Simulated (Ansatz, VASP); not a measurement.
## TaN in VASP and in Ansatz

Contents of INCAR:

```
ALGO     = Normal         # electronic algorithm
EDIFF    = 1E-7           # SCF threshold, eV
ENCUT    = 520            # plane-wave cutoff, eV
GGA      = PE             # functional
ISIF     = 2              # what is computed and relaxed
ISMEAR   = 0              # smearing method
LASPH    = T              # aspherical terms in the spheres
LCHARG   = F              # write CHGCAR
LREAL    = F              # projectors in reciprocal space
LWAVE    = F              # write WAVECAR
NBANDS   = 33             # bands
NELM     = 60             # most SCF steps
PREC     = Accurate       # precision mode
SIGMA    = 0.05           # smearing width, eV
```

Contents of KPOINTS:

```
k-points
0
Gamma
  6 6 8
```

POSCAR

```
TaN
1.0
    5.3960398706      0.0000000000      0.0000000000
   -2.6980199353      4.6731076078      0.0000000000
    0.0000000000      0.0000000000      3.0230700661
Ta N
3 3
Direct
    0.3333333333      0.6666666667      0.5000000000
    0.6666666667      0.3333333333      0.5000000000
    0.0000000000      0.0000000000      0.0000000000
    0.3928500000      0.0000000000      0.0000000000
    0.6071500000      0.6071500000      0.0000000000
    0.0000000000      0.3928500000      0.0000000000
```

Input for Ansatz:

```yaml
crystal:
  lattice:
    - [5.3960398706, 0.0, 0.0]
    - [-2.6980199353, 4.6731076078, 0.0]
    - [0.0, 0.0, 3.0230700661]
  atoms:
    - { symbol: Ta, position: [0.3333333333, 0.6666666667, 0.5] }
    - { symbol: Ta, position: [0.6666666667, 0.3333333333, 0.5] }
    - { symbol: Ta, position: [0.0, 0.0, 0.0] }
    - { symbol: "N", position: [0.39285, 0.0, 0.0] }
    - { symbol: "N", position: [0.60715, 0.60715, 0.0] }
    - { symbol: "N", position: [0.0, 0.39285, 0.0] }
basis:
  ecutwfc: 500
  fft_grid_basis: typed
kpoints:
  mp_grid: { grid: [6, 6, 8] }
hamiltonian:
  xc: pbe
  pseudopotentials: { kind: paw }
scf:
  occupations: { method: gaussian, width: 0.05 }
output:
  forces: true
  stress: true
  eigenvalues: true
  bader: true
  write_density: true
  volumetric_format: npy
  elf: true
```

Alike in both runs: task single point; functional PBE; k mesh 6 × 6 × 8; occupations gaussian, width 0.05 eV; no spin polarisation.

|  | VASP | Ansatz |
| --- | --- | --- |
| version | VASP 6.6.1 | Ansatz 0.2.0 |
| potentials or method | VASP PAW PBE potentials, release 64 (Ta_pv, N) | scalar-relativistic, plane waves, PAW |
| plane-wave cutoff (eV) | 520 | 500 |
| valence electrons in the cell | 48 | 54 |

|  | VASP | Ansatz | Ansatz less VASP |
| --- | --- | --- | --- |
| gap on the k mesh at the Fermi level (eV) | none | none | - |
| pressure (GPa) | -24.5 | -24.8 | -0.40 |
| largest component of the traceless stress (GPa) | 1.93 | 1.89 | -0.046 |
| rms of the force components (eV/Å) | 0.163 | 0.163 | -0.0003 |

Atom by atom the forces differ by 0.000 eV/Å (rms over components). A gap of «none» marks a metal or a gap that the smearing closes. The two sets of potentials don't hold the same shells in valence.

Caveats: so large a pressure means that the cell lies far from this level's equilibrium, or that cutoff or potentials fall short (VASP). The runs have no spin-orbit coupling, so splittings on Ta are missing.
